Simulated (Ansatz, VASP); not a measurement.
Two plane-wave programs on Tl

File INCAR:

```
SYSTEM = Tl
PREC = Accurate
ENCUT = 520
EDIFF = 1E-6
ISMEAR = -1
SIGMA = 0.1
LREAL = .FALSE.
LASPH = .TRUE.
NELM = 60
ALGO = Normal
ISIF = 2
LWAVE = .FALSE.
LCHARG = .FALSE.
GGA = PS
NBANDS = 12
```

File KPOINTS:

```
regular mesh
0
G
  13 13 13
  0 0 0
```

The input POSCAR:

```
Tl
1.0
   -1.9265097842      1.9265097842      1.9265097842
    1.9265097842     -1.9265097842      1.9265097842
    1.9265097842      1.9265097842     -1.9265097842
Tl
1
Direct
    0.0000000000      0.0000000000      0.0000000000
```

Input for Ansatz:

```yaml
crystal:
  lattice:
    - [-1.9265097842, 1.9265097842, 1.9265097842]
    - [1.9265097842, -1.9265097842, 1.9265097842]
    - [1.9265097842, 1.9265097842, -1.9265097842]
  atoms:
    - { symbol: Tl, position: [0.0, 0.0, 0.0] }
hamiltonian:
  xc: pbesol
  pseudopotentials:
    kind: paw
    azcp:
      Tl: "pseudopotentials/Tl.paw.azcp"
basis:
  ecutwfc: 420
  fft_grid_basis: typed
kpoints:
  mp_grid: { grid: [13, 13, 13], shift: [0, 0, 0] }
magnetization:
  spin_polarized: false
scf:
  occupations: { method: fermi_dirac, width: 0.1 }
  lower_state_search: "off"
output:
  stress: true
```

Alike in both runs: task single point; functional PBEsol; k mesh 13 × 13 × 13; occupations fermi-dirac, width 0.1 eV; no spin polarisation.

```csv
,VASP,Ansatz
version,VASP 6.6.1,Ansatz 0.2.0
potentials or method,"VASP PAW PBE potentials, release 64 (Tl_d)","plane waves (420 eV) with PAW, scalar-relativistic"
plane-wave cutoff (eV),520,420
valence electrons in the cell,13,13
```

```tsv
	VASP	Ansatz	Ansatz less VASP
pressure (GPa)	0.0	0.0	+0.07
```

Ansatz warned: «pseudo_functional_mismatch».

Caveats: the PAW data sets were made with another functional, which shifts forces and pressure a little (VASP). The runs have no spin-orbit coupling, so splittings on Tl are missing.
